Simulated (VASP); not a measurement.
# CsH (F-43m) in VASP: single point with HSE06

Aim: the single point of CsH with HSE06.

Everything below comes from runs of VASP 6.6.1. Logs are shortened: lines on timing, memory, paths and dates and some standing lists are left out, and cuts for length are marked.

## Step 1: The structure

Symmetry: F-43m, No. 216, cubic system. Conventional cell: a = 6.990 Å, b = 6.990 Å, c = 6.990 Å, α = 90.00°, β = 90.00°, γ = 90.00°. Cs (site symmetry -43m) has 4 H at 3.03 Å as nearest neighbours. H (site symmetry -43m) has 4 Cs at 3.03 Å as nearest neighbours.

The cell was built by a generator and needn't be a form met in nature.

## Step 2: Single point, HSE06

The input, POSCAR:

```
CsH
1.0
    0.0000000000      3.4951746506      3.4951746506
    3.4951746506      0.0000000000      3.4951746506
    3.4951746506      3.4951746506      0.0000000000
Cs H
1 1
Direct
    0.0000000000      0.0000000000      0.0000000000
    0.2500000000      0.2500000000      0.2500000000
```

The input, INCAR.step1:

```
SYSTEM = CsH
PREC = Accurate
ENCUT = 520
EDIFF = 1E-5
ISMEAR = 0
SIGMA = 0.01
LREAL = .FALSE.
LASPH = .TRUE.
NELM = 100
ALGO = Normal
ISIF = 2
LWAVE = .TRUE.
LCHARG = .FALSE.
GGA = PE
NBANDS = 12
```

The input, INCAR.step2:

```
SYSTEM = CsH
PREC = Accurate
ENCUT = 520
EDIFF = 1E-6
ISMEAR = 0
SIGMA = 0.01
LREAL = .FALSE.
LASPH = .TRUE.
NELM = 100
ALGO = Normal
ISIF = 2
LWAVE = .FALSE.
LCHARG = .FALSE.
GGA = PE
LHFCALC = .TRUE.
HFSCREEN = 0.2079
PRECFOCK = Normal
ISTART = 1
NBANDS = 12
```

The input, KPOINTS:

```
regular mesh
0
G
  4 4 4
  0 0 0
```

Potentials or basis: VASP PAW PBE potentials, release 64 (Cs_sv, H).

On the command line:

```bash
$ cat potpaw_PBE.64/Cs_sv/POTCAR potpaw_PBE.64/H/POTCAR > POTCAR
$ cp INCAR.step1 INCAR
$ mpirun -np 1 vasp_std > vasp.out
$ cp INCAR.step2 INCAR
$ mpirun -np 1 vasp_std > vasp.out
```

OUTCAR:

```text
SYSTEM = CsH
   PREC = Accurate
   ENCUT = 520
   EDIFF = 1E-6
   ISMEAR = 0
   LREAL = .FALSE.
   LASPH = .TRUE.
   NELM = 100
   ISIF = 2
   GGA = PE
   LHFCALC = .TRUE.
   HFSCREEN = 0.2079
   PRECFOCK = Normal
   ISTART = 1

 ion  position               nearest neighbor table
   1  0.000  0.000  0.000-
   2  0.250  0.250  0.250-

  LATTYP: Found a face centered cubic cell.
 ALAT       =     6.9903493012

  Lattice vectors:

 A1 = (   0.0000000000,   3.4951746506,   3.4951746506)
 A2 = (   3.4951746506,   0.0000000000,   3.4951746506)
 A3 = (   3.4951746506,   3.4951746506,   0.0000000000)

Analysis of symmetry for initial positions (statically):
=====================================================================
 Subroutine PRICEL returns:
 Original cell was already a primitive cell.

 Routine SETGRP: Setting up the symmetry group for a
 face centered cubic supercell.

 Subroutine GETGRP returns: Found 24 space group operations
 (whereof 24 operations were pure point group operations)
 out of a pool of 48 trial point group operations.

The static configuration has the point symmetry T_d .

Analysis of symmetry for dynamics (positions and initial velocities):
=====================================================================
 Subroutine PRICEL returns:
 Original cell was already a primitive cell.

 Routine SETGRP: Setting up the symmetry group for a
 face centered cubic supercell.

 Subroutine GETGRP returns: Found 24 space group operations
 (whereof 24 operations were pure point group operations)
 out of a pool of 48 trial point group operations.

The dynamic configuration has the point symmetry T_d .

 Subroutine INISYM returns: Found 24 space group operations
 (whereof 24 operations are pure point group operations),
 and found     1 'primitive' translations

----------------------------------------------------------------------------------------

                                     Primitive cell

  volume of cell :      85.3958

  direct lattice vectors                    reciprocal lattice vectors
     0.000000000  3.495174651  3.495174651    -0.143054368  0.143054368  0.143054368
     3.495174651  0.000000000  3.495174651     0.143054368 -0.143054368  0.143054368
     3.495174651  3.495174651  0.000000000     0.143054368  0.143054368 -0.143054368

  length of vectors
     4.942923394  4.942923394  4.942923394     0.247777433  0.247777433  0.247777433

  position of ions in fractional coordinates (direct lattice)
     0.000000000  0.000000000  0.000000000
     0.250000000  0.250000000  0.250000000

  ion indices of the primitive-cell ions
   primitive index   ion index
                 1           1
                 2           2

----------------------------------------------------------------------------------------

 KPOINTS: regular mesh

Automatic generation of k-mesh.
 Grid dimensions read from file:
 generate k-points for:    4    4    4

 Generating k-lattice:

  Cartesian coordinates                     Fractional coordinates (reciprocal lattice)
    -0.035763592  0.035763592  0.035763592     0.250000000  0.000000000  0.000000000
     0.035763592 -0.035763592  0.035763592     0.000000000  0.250000000  0.000000000
     0.035763592  0.035763592 -0.035763592     0.000000000  0.000000000  0.250000000

  Length of vectors
     0.061944358  0.061944358  0.061944358

  Shift w.r.t. Gamma in fractional coordinates (k-lattice)
     0.000000000  0.000000000  0.000000000

 Subroutine IBZKPT returns following result:
 ===========================================

 Found      8 irreducible k-points:

 Following reciprocal coordinates:
            Coordinates               Weight
  0.000000  0.000000  0.000000      1.000000
  0.250000  0.000000  0.000000      8.000000
  0.500000  0.000000  0.000000      4.000000
  0.250000  0.250000  0.000000      6.000000
  0.500000  0.250000  0.000000     24.000000
 -0.250000  0.250000  0.000000     12.000000
  0.500000  0.500000  0.000000      3.000000
 -0.250000  0.500000  0.250000      6.000000
   k-points           NKPTS =      8   k-points in BZ     NKDIM =     64   number of bands    NBANDS=     12
   number of dos      NEDOS =    301   number of ions     NIONS =      2
   total plane-waves  NPLWV =  64000
   dimension x,y,z NGX =    40 NGY =   40 NGZ =   40
   dimension x,y,z NGXF=    80 NGYF=   80 NGZF=   80
   ions per type =               1   1
   NGX,Y,Z   is equivalent  to a cutoff of  13.45, 13.45, 13.45 a.u.
   NGXF,Y,Z  is equivalent  to a cutoff of  26.91, 26.91, 26.91 a.u.
 SYSTEM =  CsH
   PREC   = accura    normal or accurate (medium, high low for compatibility)
   ISTART =      1    job   : 0-new  1-cont  2-samecut
   ICHARG =      0    charge: 1-file 2-atom 10-const
   ISPIN  =      1    spin polarized calculation?
   LNONCOLLINEAR =      F non collinear calculations
   LSORBIT =      F    spin-orbit coupling
   LASPH  =      T    aspherical Exc in radial PAW
   ENCUT  =  520.0 eV  38.22 Ry    6.18 a.u.   9.19  9.19  9.19*2*pi/ulx,y,z
   NELM   =    100;   NELMIN=  2; NELMDL=  0     # of ELM steps
   EDIFF  = 0.1E-05   stopping-criterion for ELM
   LREAL  =      F    real-space projection
   EDIFFG = 0.1E-04   stopping-criterion for IOM
   NSW    =      0    number of steps for IOM
   IBRION =     -1    ionic relax: 0-MD 1-quasi-New 2-CG
   NFREE  =      0    steps in history (QN), initial steepest desc. (CG)
   ISIF   =      2    stress and relaxation
   ISYM   =      3    0-nonsym 1-usesym 2-fastsym
   POTIM  = 0.5000    time-step for ionic-motion
   TEBEG  =    0.0;   TEEND  =   0.0 temperature during run
   PSTRESS=    0.0 pullay stress
   NELECT =      10.0000    total number of electrons
   NUPDOWN=      -1.0000    fix difference up-down
   EMIN   =  10.00;   EMAX   =-10.00  energy-range for DOS
   EFERMI =   0.00;   METHOD = LEGACY
   ISMEAR =     0;   SIGMA  =   0.01  broadening in eV -4-tet -1-fermi 0-gaus
   EFERMI_NEDOS =   21; number of points for ismear=-14 and -15
   IALGO  =     38    algorithm
   IMIX   =      1    mixing-type and parameters
     AMIX     =   0.40;   BMIX     =  1.00
     AMIX_MAG =   1.60;   BMIX_MAG =  1.00
  volume/ion in A,a.u.               =      42.70       288.14
  Fermi-wavevector in a.u.,A,eV,Ry     =   0.800933  1.513543  8.728042  0.641493
  Thomas-Fermi vector in A             =   1.908323
   LORBIT       =      0    0 simple, 1 ext, 2 COOP (PROOUT), +10 PAW based schemes
   GGA     = PE    functional components
   LHFCALC =     T    Hartree Fock is set to
   PRECFOCK=normal    Normal, Fast or Accurate (Low or Medium for compatibility)
   ENCUT4O =  -1.0   cutoff for four orbital integrals eV
   NKREDX  =     1    reduce k-point grid by
   NKREDY  =     1    reduce k-point grid by
   NKREDZ  =     1    reduce k-point grid by
   AEXX    =    0.2500 exact exchange contribution
   HFSCREEN=    0.2079 screening length (either q_TF or 0.3 A-1)
   HFSCREENC=   0.2079 screening length for correlation (either q_TF or 0.3 A-1)
   ENCUTFOCK=  -1.0 apply spherical cutoff to Coloumb kernel
   IVDW    =     0    specifies the selected vdW correction
   LEPSILON=     F    determine dielectric tensor
   LRPA    =     F    only Hartree local field effects (RPA)
 non-spin polarized calculation
 Gauss-broadening in eV      SIGMA  =   0.01
  energy-cutoff  :      520.00
  volume of cell :       85.40
 maximum number of plane-waves:      2332
 NGX is ok and might be reduce to    40
  NGX = 28; NGY = 28; NGZ = 28

 number of electron      10.0000000 magnetization

 Free energy of the ion-electron system (eV)
  ---------------------------------------------------
  ext. energy  EPLUGINS =         0.00000000
  ---------------------------------------------------
  free energy    TOTEN  =        -5.08082958 eV

  energy without entropy =       -5.08082958  energy(sigma->0) =       -5.08082958

 E-fermi :  -1.5391     XC(G=0):  -5.1341

 val. band max:       -1.6612386546   @ k =  -0.2500   0.5000   0.2500
 cond. band min:       2.1188658017   @ k =   0.5000   0.5000   0.0000
 fundamental gap:      3.7801044562
 Fermi energy:        -1.5390879323

 k-point     1 :       0.0000    0.0000    0.0000
  band No.  band energies     occupation
      1     -24.2373      2.00000
      2      -9.8959      2.00000
      3      -9.8959      2.00000
      4      -9.8959      2.00000
      5      -2.7351      2.00000
      6       3.4758      0.00000
      7       4.4908      0.00000
      8       4.4908      0.00000
      9       4.4908      0.00000
     10       6.1708      0.00000
     11       6.1708      0.00000
     12       9.3679      0.00000

 k-point     2 :       0.2500    0.0000    0.0000
  band No.  band energies     occupation
      1     -24.2230      2.00000
      2     -10.1165      2.00000
      3      -9.9207      2.00000
      4      -9.9207      2.00000
      5      -2.2860      2.00000
      6       2.6215      0.00000
      7       4.6690      0.00000
      8       4.6690      0.00000
      9       5.8565      0.00000
     10       6.0011      0.00000
     11       6.0011      0.00000
     12       8.5545      0.00000

 k-point     3 :       0.5000    0.0000    0.0000
  band No.  band energies     occupation
      1     -24.2086      2.00000
      2     -10.3171      2.00000
      3      -9.9451      2.00000
      4      -9.9451      2.00000
      5      -1.9488      2.00000
      6       2.8680      0.00000
      7       4.4193      0.00000
      8       4.4193      0.00000
      9       5.6871      0.00000
     10       7.2706      0.00000
     11       7.2706      0.00000
     12       7.8306      0.00000
[... 46 lines left out ...]
 k-point     7 :       0.5000    0.5000    0.0000
  band No.  band energies     occupation
      1     -24.1991      2.00000
      2     -10.3135      2.00000
      3     -10.0276      2.00000
      4     -10.0276      2.00000
      5      -1.6930      2.00000
      6       2.1189      0.00000
      7       3.6370      0.00000
      8       6.9793      0.00000
      9       6.9793      0.00000
     10       7.3472      0.00000
     11       7.6260      0.00000
     12       7.6260      0.00000

 k-point     8 :      -0.2500    0.5000    0.2500
  band No.  band energies     occupation
      1     -24.1991      2.00000
      2     -10.2151      2.00000
      3     -10.1331      2.00000
      4     -10.0323      2.00000
      5      -1.6612      2.00000
      6       2.7991      0.00000
      7       3.5763      0.00000
      8       4.5295      0.00000
      9       7.2873      0.00000
     10       7.5491      0.00000
     11       7.5880      0.00000
     12       7.7135      0.00000

------------------------ aborting loop because EDIFF is reached ----------------------------------------

  FORCE on cell =-STRESS in cart. coord.  units (eV):
  Direction    XX          YY          ZZ          XY          YZ          ZX
  --------------------------------------------------------------------------------------
  -------------------------------------------------------------------------------------
  Total       -0.0099577     -0.0099577     -0.0099577      0.0000000     -0.0000000      0.0000000
  in kB       -0.1868234     -0.1868234     -0.1868234      0.0000000     -0.0000000      0.0000000
  external PRESSURE =      -0.1868234 kB  Pullay stress =       0.0000000 kB

 VOLUME and BASIS-vectors are now :
 -----------------------------------------------------------------------------
  energy-cutoff  :      520.00
  volume of cell :       85.40
      direct lattice vectors                 reciprocal lattice vectors
     0.000000000  3.495174651  3.495174651    -0.143054368  0.143054368  0.143054368
     3.495174651  0.000000000  3.495174651     0.143054368 -0.143054368  0.143054368
     3.495174651  3.495174651  0.000000000     0.143054368  0.143054368 -0.143054368

 POSITION                                       TOTAL-FORCE (eV/Angst)
 -----------------------------------------------------------------------------------
      0.00000      0.00000      0.00000         0.000000     -0.000000      0.000000
      1.74759      1.74759      1.74759        -0.000000      0.000000     -0.000000
 -----------------------------------------------------------------------------------
    total drift:                                0.000000      0.000001      0.000000

  FREE ENERGIE OF THE ION-ELECTRON SYSTEM (eV)
  ---------------------------------------------------
  free  energy   TOTEN  =        -5.0808295795 eV

  energy  without entropy=       -5.0808295795  energy(sigma->0) =       -5.08082958
```

Wall time 5.2 min (1 thread of Intel Xeon Platinum 8259CL at 2.50GHz (Skylake/Cascade Lake), shared host); peak memory 0.34 GiB.

Results:

| Item | Value |
| --- | --- |
| Free energy | -5.0808 eV |
| Pressure | 0.0 GPa |
| Band gap on the k mesh | 3.78 eV, indirect (least direct gap 3.81 eV) |

Levels at points of the mesh, in eV from the valence-band top:
```
           k point  band 3  band 4  band 5  band 6  band 7  band 8
(0.00, 0.00, 0.00)   -8.23   -8.23   -1.07    5.14    6.15    6.15
(0.50, 0.00, 0.00)   -8.28   -8.28   -0.29    4.53    6.08    6.08
(0.50, 0.50, 0.00)   -8.37   -8.37   -0.03    3.78    5.30    8.64
```

Caveat: the PAW data sets were made with another functional, which shifts forces and pressure a little; spin-orbit coupling is left out, which moves the levels of the heavy elements.
